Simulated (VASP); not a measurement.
Write the native input for VASP 6.6.1 that does the following.

| Quantity | Value |
| --- | --- |
| Task | relaxation of cell and atoms |
| Functional | PBEsol |
| Potentials or basis | VASP PAW PBE potentials, release 64 (Cd, Ge_d, As) |
| Cutoff | 600 eV |
| k mesh | 8 × 8 × 8 |
| Occupations | gaussian, width 0.03 eV |
| Spin | no spin polarisation |
| Further INCAR settings | ALGO = Normal; EDIFF = 1e-06; IBRION = 2; EDIFFG = -0.01; NSW = 90; ISIF = 3 |

The structure of CdGeAs2 lies in POSCAR:

```
CdGeAs2
1.0
   -2.9888745628      2.9888745628      5.6642966801
    2.9888745628     -2.9888745628      5.6642966801
    2.9888745628      2.9888745628     -5.6642966801
Cd Ge As
2 2 4
Direct
    0.2500000000      0.7500000000      0.5000000000
    0.5000000000      0.5000000000      0.0000000000
    0.0000000000      0.0000000000      0.0000000000
    0.7500000000      0.2500000000      0.5000000000
    0.8750000000      0.3462175700      0.9712175700
    0.6537824300      0.6250000000      0.5287824300
    0.3750000000      0.9037824300      0.0287824300
    0.0962175700      0.1250000000      0.4712175700
```

The cell is a database's computed one.

These files were run (other wordings do the same):

INCAR

```
SYSTEM = CdGeAs2
PREC = Accurate
ENCUT = 600
EDIFF = 1E-6
ISMEAR = 0
SIGMA = 0.03
LREAL = .FALSE.
LASPH = .TRUE.
NELM = 80
ALGO = Normal
ISIF = 3
LWAVE = .FALSE.
LCHARG = .FALSE.
GGA = PS
IBRION = 2
NSW = 90
EDIFFG = -0.01
KPAR = 2
```

KPOINTS

```
regular mesh
0
G
  8 8 8
  0 0 0
```

Potentials or basis: VASP PAW PBE potentials, release 64 (Cd, Ge_d, As).

Command:

```bash
$ cat potpaw_PBE.64/Cd/POTCAR potpaw_PBE.64/Ge_d/POTCAR potpaw_PBE.64/As/POTCAR > POTCAR
$ mpirun -np 2 vasp_std > vasp.out
```

Results of the run:

The relaxed volume is 25.05 Å³/atom, the relaxed cell is a = 7.050 Å, b = 7.050 Å, c = 7.050 Å, α = 130.04°, β = 130.04°, γ = 73.34° and the space group after relaxing (to 0.05 Å) is I-42d (No. 122). The energy gained by relaxing is 1.2 meV/atom and the ionic steps are 7. The pressure after relaxing is 0.0 GPa. The band gap on the k mesh is 0.13 eV, indirect (least direct gap 0.22 eV).

Caveat: the PAW data sets were made with another functional, which shifts forces and pressure a little.

Wall time 20 min on 2 MPI ranks on Intel(R) Xeon(R) Platinum 8375C CPU @ 2.90GHz (Ice Lake), with other jobs on the host, peak memory 0.86 GiB a rank.
